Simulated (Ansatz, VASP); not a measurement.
# Ag in VASP and in Ansatz

File INCAR:

```
PREC = Accurate
ENCUT = 520
EDIFF = 1E-6
ISMEAR = -1
SIGMA = 0.05
LREAL = F
LASPH = T
NELM = 80
ALGO = Normal
ISIF = 2
LWAVE = F
LCHARG = F
NBANDS = 12
```

KPOINTS

```
regular mesh
0
Gamma
  11 11 11
```

The input POSCAR:

```
Ag
1.0
   -1.6666189156      1.6666189156      1.6666189156
    1.6666189156     -1.6666189156      1.6666189156
    1.6666189156      1.6666189156     -1.6666189156
Ag
1
Direct
    0.0000000000      0.0000000000      0.0000000000
```

Contents of input.yaml:

```yaml
crystal:
  lattice:
    - [-1.6666189156, 1.6666189156, 1.6666189156]
    - [1.6666189156, -1.6666189156, 1.6666189156]
    - [1.6666189156, 1.6666189156, -1.6666189156]
  atoms:
    - { symbol: Ag, position: [0.0, 0.0, 0.0] }
hamiltonian:
  xc: lda
  pseudopotentials: { kind: paw }
kpoints:
  mp_grid: { grid: [11, 11, 11] }
scf:
  occupations: { method: fermi_dirac, width: 0.05 }
output:
  forces: true
  stress: true
  eigenvalues: true
```

This isn't the form of Ag at room conditions, which is fcc.

Alike in both runs: task single point; functional LDA; k mesh 11 × 11 × 11; occupations fermi-dirac, width 0.05 eV; no spin polarisation.

|  | VASP | Ansatz |
| --- | --- | --- |
| version | VASP 6.6.1 | Ansatz 0.2.0 |
| potentials or method | VASP PAW LDA potentials, release 64 (Ag) | Ansatz PAW |
| plane-wave cutoff (eV) | 520 | 420 |
| valence electrons in the cell | 11 | 19 |

```tsv
	VASP	Ansatz	Ansatz less VASP
gap on the k mesh at the Fermi level (eV)	none	none	-
pressure (GPa)	-12.6	-12.7	-0.15
```

A gap of «none» marks a metal or a gap that the smearing closes. The two sets of potentials don't hold the same shells in valence.

Caveats: the PAW data sets come from PBE, with cores solved anew for the run's functional, which leaves a small shift of forces and pressure (Ansatz).
